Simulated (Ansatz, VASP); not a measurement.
SiO2: VASP beside Ansatz

```
CELL_PARAMETERS angstrom
-2.46250 2.46250 3.64367
2.46250 -2.46250 3.64367
2.46250 2.46250 -3.64367
ATOMIC_POSITIONS crystal
Si 0.00000 0.00000 0.00000
Si 0.75000 0.25000 0.50000
O 0.97428 0.62500 0.84928
O 0.37500 0.22428 0.34928
O 0.77572 0.12500 0.15072
O 0.87500 0.02572 0.65072
```

Alike in both runs: functional LDA; k mesh 8 × 8 × 8; occupations gaussian, width 0.02 eV; no spin polarisation.

Ansatz relaxed the structure, and its values are those at the end. VASP's run is a single point on that final structure, the one shown.

```csv
,VASP,Ansatz
version,VASP 6.6.1,Ansatz 0.2.0
potentials or method,"VASP PAW LDA potentials, release 64 (Si, O)","scalar-relativistic, plane waves, PAW"
plane-wave cutoff (eV),520,420
valence electrons in the cell,32,32
```

Ansatz gave:

```
gap on the k mesh at the Fermi level (eV) : 5.76
least direct gap on the mesh (eV)         : 5.76
pressure (GPa)                            : 0.0
rms of the force components (eV/Å)        : 0.000
```

Which values does VASP return?

gap on the k mesh at the Fermi level (eV): 5.76; least direct gap on the mesh (eV): 5.76; pressure (GPa): 0.6; rms of the force components (eV/Å): 0.013.

A k mesh can miss the band edges.
